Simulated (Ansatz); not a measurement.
# Ionic part of the dielectric constant of GaN at 50 GPa, mode by mode

These are results of DFT PBEsol, scalar-relativistic, plane waves, PAW in Ansatz 0.2.0, not measurements. Settings: 420 eV plane-wave cutoff, Γ-centred 10×10×10 mesh, fixed occupations. No spin polarisation. Phonons by linear response, acoustic sum rule imposed.

Symmetry: F-43m, No. 216, cubic system. The conventional cell has a = 4.236 Å, b = 4.236 Å, c = 4.236 Å, α = 90.00°, β = 90.00°, γ = 90.00°. Ga (site symmetry -43m) has 4 N at 1.83 Å as nearest neighbours. N (site symmetry -43m) is surrounded by 4 Ga at 1.83 Å.

Other phases may be more stable at this pressure.

The primitive cell has V = 19.01 Å³ and ε∞,yy = 5.244. Each polar mode adds Δε = (4.92064×10⁷/V)·S/ν² along y, with S its oscillator strength in e²/amu, ν in cm⁻¹ and V in Å³.

Q: From these modes, find each Δε and ε0,yy.
```json
{"ν (cm⁻¹)": "696.4", "S_yy (e²/amu)": "0.5648"}
```

A:
| ν (cm⁻¹) | Δε |
| --- | --- |
| 696.4 | 3.02 |

The sum is 3.015, so ε0,yy = 8.26; the run's tensor has 8.26.

Q: Where do the longitudinal modes lie for a wave vector along y?

A: At 874 cm⁻¹. The Lyddane–Sachs–Teller product Π(ν_LO/ν_TO)² = 1.58 matches ε0/ε∞ = 1.58.

This zinc-blende form isn't the usual stable structure of the compound at low pressure.

Cost: 1 run of about 1.5 core-minutes, on Intel Xeon Processor @ 2.50GHz (Skylake/Cascade Lake) (shared hosts).